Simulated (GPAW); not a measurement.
Runs of GPAW 26.7.0 on Te2Mo. Symmetry: P6_3/mmc, No. 194, hexagonal system. Conventional cell: a = 3.518 Å, b = 3.518 Å, c = 13.974 Å, α = 90.00°, β = 90.00°, γ = 120.00°. Te (site symmetry 3m) has 3 Mo at 2.72 Å as nearest neighbours. Around Mo (site symmetry -6m2) lie 6 Te at 2.72 Å. 

```csv
task,level,potentials or basis,spin,cell,optimizer,fmax,max steps,band path,band points,gap on the mesh (eV),pressure (GPa),largest force (eV/Å)
relaxation of cell and atoms,PBE+D4,"GPAW PAW data sets (gpaw-data 1.2.1), pw",off,relaxed,BFGS,0.02 eV/Å,40,-,-,0.57,0.0,-
band structure,LDA,"PAW data sets generated in the run's folder for this functional, pw",off,as given,-,-,-,"GMKGALHA,LM,KH",60,0.68,-3.8,0.39
band structure,BP86,"PAW data sets generated in the run's folder for this functional, pw","SOC, no magnetisation",as given,-,-,-,"GMKGALHA,LM,KH",80,0.70,(b),0.09
relaxation of cell and atoms,BLYP+D3,"PAW data sets generated in the run's folder for this functional, pw",off,relaxed to 2 GPa,BFGS,0.01 eV/Å,60,-,-,(a),2.0,-
band structure,LDA,"the program's PAW data sets (release 1.2.1) made for this functional, pw","SOC, no magnetisation",as given,-,-,-,"GMKGALHA,LM,KH",80,0.66,-3.8,0.39
```

Alike in all rows: k mesh 5 × 5 × 2; cutoff (eV) 600; smearing fermi-dirac 0.05 eV.

Question: Estimate the missing entries.

Answer: (a) 0.63; (b) 3.1.

Caveats: spin-orbit coupling is left out, which moves the levels of the heavy elements (some runs); later steps reuse the first step's grids (some runs); an odd mesh through Γ misses points on the zone boundary, where band edges often lie (some runs); spin-orbit coupling was added after a scalar SCF, so levels and gaps hold it while energy, forces, pressure and moments don't (some runs); this program's spin-orbit splittings come out too wide for heavy elements (some runs).

A k mesh can miss the band edges, and rows without SOC leave out spin-orbit coupling on Mo, Te.
